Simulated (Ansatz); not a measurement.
This log comes from Ansatz, run on Al2O3 (Pnnm) from a database of computed structures. It starts from the PBE minimum.

Structure:
```xyz
10
Lattice="4.7122 0.0000 0.0000 0.0000 9.7035 0.0000 0.0000 0.0000 3.0257" Properties=species:S:1:pos:R:3 pbc="T T T"
Al    2.0344    3.1979    1.5129
Al    2.6777    6.5057    1.5129
Al   -0.3216    1.6539    0.0000
Al    5.0338    8.0496    0.0000
O     3.5556    2.2023    1.5129
O     0.0000    0.0000    0.0000
O     3.5127    7.0541    0.0000
O     1.1995    2.6494    0.0000
O     1.1566    7.5012    1.5129
O     2.3561    4.8518    1.5129
```

Abridged output:
```
Functional definition: PBEsol
Crystal: 10 atoms, lattice volume = 138.350 Å³
Basis set: ecut = 420 eV, 2685 PW (Γ)
Bands: 34, of which v1, the nominal top of the filled ones, is band 24 counted from 1 (23 counted from 0)
Symmetry: 8 space group operations
Space group: Pnnm (ITA 58)
k-points: 60 of 192
preconditioner: auto → Resta (q_TF=auto, 2.287 Å⁻¹)  ε∞=3.1  [insulator: Δε(μ)=3.206 eV  σ=0.020 eV  ℏωp=21.9 eV]
relax step 1: F+E_penalty+E_count = -5477.15806184 eV  max|allowed force component| = 1.737e-2 eV/Å  Δτ_max = 0.0000 Å  P = -2.564 GPa  Ω = 138.350 Å³
relax step 2: F+E_penalty+E_count = -5477.17671405 eV  max|allowed force component| = 2.010e-2 eV/Å  Δτ_max = 0.0042 Å  P = -1.387 GPa  Ω = 137.140 Å³
relax step 3: F+E_penalty+E_count = -5477.18729461 eV  max|allowed force component| = 8.512e-3 eV/Å  Δτ_max = 0.0060 Å  P = +0.015 GPa  Ω = 135.762 Å³
relax step 4: F+E_penalty+E_count = -5477.18732044 eV  max|allowed force component| = 3.263e-3 eV/Å  Δτ_max = 0.0018 Å  P = +0.003 GPa  Ω = 135.765 Å³
relax step 5: F+E_penalty+E_count = -5477.17901367 eV  max|allowed force component| = 3.275e-3 eV/Å  Δτ_max = 0.0000 Å  P = -0.115 GPa  Ω = 135.765 Å³  (SCF on a basis re-selected at this cell)
relax step 6: F+E_penalty+E_count = -5477.17957305 eV  max|allowed force component| = 7.598e-3 eV/Å  Δτ_max = 0.0070 Å  P = -0.054 GPa  Ω = 135.638 Å³
relax step 7: F+E_penalty+E_count = -5477.18013291 eV  max|allowed force component| = 1.260e-3 eV/Å  Δτ_max = 0.0094 Å  P = +0.000 GPa  Ω = 135.502 Å³
relax step 8: F+E_penalty+E_count = -5477.18048124 eV  max|allowed force component| = 1.072e-3 eV/Å  Δτ_max = 0.0090 Å  P = +0.003 GPa  Ω = 135.410 Å³
relax step 9: F+E_penalty+E_count = -5477.17932441 eV  max|allowed force component| = 1.057e-3 eV/Å  Δτ_max = 0.0000 Å  P = -0.005 GPa  Ω = 135.410 Å³  (SCF on a basis re-selected at this cell)
SCF converged after 4 iterations
Free energy (F): -5477.179324 eV
Fermi energy:    4.751200 eV
--- Per-component energies (eV) ---
  E_band       = -188.926408
  E_kinetic    = 1164.832192
  E_local      = -3030.058576
  E_nonlocal   = 330.612584
  E_hartree    = 1131.412525
  E_xc         = -598.667869
  E_vxc        = -682.433390
  E_paw        = -2738.569863
  E_vpaw       = -234.719290
  E_ewald      = -1737.043820
  E_core_change = 0.288284
--- Forces (eV/Å), atoms counted from 1 ---
  atom   1  Al    -0.00043      0.00106      0.00000
  atom   2  Al      0.00043    -0.00106      0.00000
  atom   3  Al    -0.00043    -0.00106      0.00000
  atom   4  Al      0.00043      0.00106      0.00000
  atom   5  O       0.00015      0.00033      0.00000
  atom   6  O       0.00000      0.00000      0.00000
  atom   7  O     -0.00015      0.00033      0.00000
  atom   8  O       0.00015    -0.00033      0.00000
  atom   9  O     -0.00015    -0.00033      0.00000
  atom  10  O       0.00000      0.00000      0.00000
--- Stress (GPa, compression-positive) ---
       -0.010382       0.000000       0.000000
        0.000000      -0.004533       0.000000
        0.000000       0.000000      -0.001187
  P = ⅓ Tr σ = -0.0054 GPa (-0.054 kbar)
--- Relaxed structure (7 steps of the walk, 7 accepted, 2 SCFs on fresh bases) ---
  F+E_penalty+E_count = -5477.17932441 eV   max|allowed force component| = 1.057e-3 eV/Å
  cell:  # Å, volume = 135.4100 Å³
    - [4.667909, 0.000000, 0.000000]
    - [0.000000, 9.660655, 0.000000]
    - [0.000000, 0.000000, 3.002767]
  atoms:
    - { symbol: Al, position: [0.426018, 0.330036, 0.500000] }
    - { symbol: Al, position: [0.573982, 0.669964, 0.500000] }
    - { symbol: Al, position: [-0.073982, 0.169964, 0.000000] }
    - { symbol: Al, position: [1.073982, 0.830036, 0.000000] }
    - { symbol: O, position: [0.747119, 0.225707, 0.500000] }
    - { symbol: O, position: [0.000000, 0.000000, 0.000000] }
    - { symbol: O, position: [0.752881, 0.725707, 0.000000] }
    - { symbol: O, position: [0.247119, 0.274293, 0.000000] }
    - { symbol: O, position: [0.252881, 0.774293, 0.500000] }
    - { symbol: O, position: [0.500000, 0.500000, 0.500000] }
```

Question: Reconstruct the input.

Answer:
```yaml
crystal:
  # lattice and atoms as above
kpoints:
  mp_grid: { grid: [6, 4, 8] }
hamiltonian:
  xc: pbesol
scf:
  occupations: { method: fermi_dirac, width: 0.02 }
relax:
  f_tol: 0.005
  cell: {}
```
The relax steps with a changing cell volume need the relax block with cell. Keys that only write grids to files are left aside. Keys that aren't typed take their defaults; thresholds and the kind of smearing can't be read off these lines.

Command: `ansatz run input.yaml --threads 4 --pin off --max-ram 6451MiB --backend cpu --events-out ev --progress --plain --runs-dir out`. It took 39 s on 4 threads of Arm Neoverse V2 (shared host), load about 0.7 per core; peak host memory 0.53 GiB.

Calculated for a static, non-magnetic cell.
